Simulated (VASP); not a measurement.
HfS2:

```
CELL_PARAMETERS angstrom
3.63966 0.00000 0.00000
-1.81983 3.15204 0.00000
0.00000 0.00000 6.05556
ATOMIC_POSITIONS crystal
Hf 0.00000 0.00000 0.00000
S 0.66667 0.33333 0.76395
S 0.33333 0.66667 0.23605
```

The cell is a database's computed one.

| Property | Result |
| --- | --- |
| Program | VASP 6.6.1 |
| Task | relaxation of cell and atoms |
| Functional | LDA |
| Potentials or basis | VASP PAW LDA potentials, release 64 (Hf_pv, S) |
| Cutoff | 600 eV |
| k mesh | 9 × 9 × 5 |
| Occupations | gaussian, width 0.03 eV |
| Spin | no spin polarisation |

At the start: pressure -4.2 GPa; volume 23.16 Å³/atom.

Problem. How do energy, volume and symmetry change on relaxing?

Solution. Over 13 steps the energy falls by 23.6 meV/atom and the volume is 20.72 Å³/atom (-10.5 %); space group P-3m1 (No. 164, to 0.05 Å).

Step by step:
```csv
step,energy change (eV),largest force (eV/Å),pressure (GPa),volume (Å³)
1,0.0000,0.2504,-4.22,69.47
2,0.0296,1.0641,6.29,63.52
3,-0.0393,0.2766,-0.15,66.82
4,-0.0393,0.2877,-0.07,66.77
5,-0.0459,0.1945,-0.09,66.36
6,-0.0489,0.0691,-0.13,65.83
7,-0.0527,0.0613,-0.16,65.44
8,-0.0625,0.0387,-0.22,64.27
9,-0.0706,0.0157,-0.06,61.92
10,-0.0708,0.0004,-0.11,62.35
11,-0.0709,0.0042,-0.09,62.22
12,-0.0704,0.0595,0.53,61.86
13,-0.0709,0.0056,0.01,62.17
```

Final structure:
```xyz
3
Lattice="3.5557 0.0000 0.0000 -1.7779 3.0794 0.0000 0.0000 0.0000 5.6778" Properties=species:S:1:pos:R:3 pbc="T T T"
Hf    0.0000    0.0000    0.0000
S     1.7779    1.0265    4.2349
S     0.0000    2.0529    1.4429
```
